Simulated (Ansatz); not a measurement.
KF in the rocksalt structure at its r2SCAN geometry, run in the plane-wave code Ansatz at 3 levels of theory. Calculated for a static, non-magnetic cell.

The r2SCAN input:
```yaml
crystal:
  lattice:
    - [0.0, 2.6589605677, 2.6589605677]
    - [2.6589605677, 0.0, 2.6589605677]
    - [2.6589605677, 2.6589605677, 0.0]
  atoms:
    - { symbol: K, position: [0.0, 0.0, 0.0] }
    - { symbol: F, position: [0.5, 0.5, 0.5] }
kpoints:
  mp_grid: { grid: [8, 8, 8] }
  band_path:
    path:
      - [0.0, 0.0, 0.0]
      - [0.5, 0.0, 0.5]
      - [0.625, 0.25, 0.625]
      - [0.375, 0.375, 0.75]
      - [0.5, 0.5, 0.5]
      - [0.5, 0.25, 0.75]
    npoints: 1
hamiltonian:
  xc: r2scan
scf:
  occupations: { method: fixed }
  n_extra_bands: 4
output:
  forces: true
  stress: true
  eigenvalues: true
```

Main results, then, where recorded, the levels near the gap in eV from the Fermi energy (columns number the bands from 0), one row a point of the path (Γ, X, U, K, L, W):
```
Crystal: 2 atoms, lattice volume = 37.598 Å³
Symmetry: 48 space group operations
Space group: Fm-3m (ITA 225)
```
```
Basis set: ecut = 500 eV, 941 PW (Γ)
k-points: 29 of 512
SCF converged after 6 iterations
Free energy (F): -2355.191670 eV
Fermi energy:    1.015620 eV
--- Stress (GPa, compression-positive) ---
        0.006012       0.000000       0.000000
        0.000000       0.006012       0.000000
        0.000000       0.000000       0.006012
  P = ⅓ Tr σ = 0.0060 GPa (0.060 kbar)
```
```tsv
band_3	band_4	band_5	band_6	band_7	band_8	band_9	band_10
-9.472	-9.472	0.000	0.000	0.000	6.908	11.499	11.499
-9.693	-9.693	-0.189	-0.047	-0.047	8.794	11.313	12.526
-9.712	-9.625	-0.327	-0.190	-0.175	9.576	11.417	12.084
-9.712	-9.625	-0.327	-0.190	-0.175	9.576	11.417	12.084
-9.508	-9.508	-0.778	-0.350	-0.350	9.746	11.348	12.967
-9.877	-9.562	-0.402	-0.147	-0.147	10.385	10.385	12.212
```

The r2SCAN gap is direct at Γ: 6.91 eV.

Question: Another run on the same cell gave
```
Basis set: ecut = 420 eV, 725 PW (Γ)
k-points: 16 of 216
hybrid outer 1: dexx = +3.553e-3 eV, tail = 6.17e-6 eV
hybrid outer 2: dexx = +8.981e-8 eV, tail = 1.36e-8 eV, Δε = 1.78e-3 eV
hybrid SCF converged: 2 outer / 11 inner (+2 warm-up)
Free energy (F): -2349.489405 eV
Fermi energy:    -0.030492 eV
--- Stress (GPa, compression-positive) ---
        0.991088       0.000000       0.000000
        0.000000       0.991088       0.000000
        0.000000       0.000000       0.991088
  P = ⅓ Tr σ = 0.9911 GPa (9.911 kbar)
```
```tsv
band_3	band_4	band_5	band_6	band_7	band_8	band_9	band_10
-9.439	-9.439	0.000	0.000	0.000	8.263	13.071	13.071
-9.673	-9.673	-0.184	-0.048	-0.048	10.345	12.732	14.052
-9.686	-9.599	-0.337	-0.198	-0.171	11.136	12.995	13.556
-9.686	-9.599	-0.337	-0.198	-0.171	11.136	12.995	13.556
-9.471	-9.471	-0.798	-0.365	-0.365	11.284	12.790	14.617
-9.864	-9.525	-0.423	-0.144	-0.144	11.961	11.961	13.706
```
Which level of theory and mesh gave it?

Answer: It is HSE06, judged by the exchange loop and the size of the gap (a near hybrid could fit too), on 6×6×6; the blocks that differ from the first input, but for the band path:
```yaml
kpoints:
  mp_grid: { grid: [6, 6, 6] }
hamiltonian:
  xc: hse06
```
With HSE06 the gap is 8.26 eV and direct, at Γ. The mean pressure is +1.0 GPa (compression positive), so HSE06 would enlarge the cell's volume. The stress of a hybrid is loosely converged here.

PBE0. Against the first input these blocks differ (the band path and keys that only write files left aside):
```yaml
kpoints:
  mp_grid: { grid: [6, 6, 6] }
hamiltonian:
  xc: pbe0
```

```
Basis set: ecut = 420 eV, 725 PW (Γ)
k-points: 16 of 216
hybrid outer 1: dexx = +4.795e-3 eV, tail = 7.32e-6 eV
hybrid outer 2: dexx = +1.603e-7 eV, tail = 9.76e-9 eV, Δε = 1.87e-3 eV
hybrid SCF converged: 2 outer / 9 inner (+2 warm-up)
Free energy (F): -2349.833025 eV
Fermi energy:    -0.445683 eV
--- Stress (GPa, compression-positive) ---
        0.924735       0.000000       0.000000
        0.000000       0.924735       0.000000
        0.000000       0.000000       0.924735
  P = ⅓ Tr σ = 0.9247 GPa (9.247 kbar)
```
```tsv
band_3	band_4	band_5	band_6	band_7	band_8	band_9	band_10
-9.442	-9.442	0.000	0.000	0.000	9.039	13.874	13.874
-9.677	-9.677	-0.189	-0.050	-0.050	11.136	13.526	14.845
-9.691	-9.603	-0.342	-0.202	-0.175	11.929	13.791	14.354
-9.691	-9.603	-0.342	-0.202	-0.175	11.929	13.791	14.354
-9.475	-9.475	-0.809	-0.371	-0.371	12.081	13.577	15.426
-9.870	-9.529	-0.430	-0.148	-0.148	12.756	12.756	14.504
```

With PBE0 the gap is 9.04 eV and direct, at Γ. The mean pressure is +0.9 GPa (compression positive), so PBE0 would enlarge the cell's volume. (The program warns that its thresholds are loose for a hybrid's stress.)

Small level splittings and stresses of the hybrids carry the error of their coarser meshes.

Totals of different functionals can't be compared.

The meshes of the hybrids are coarse, so their gaps aren't converged to the digits shown.
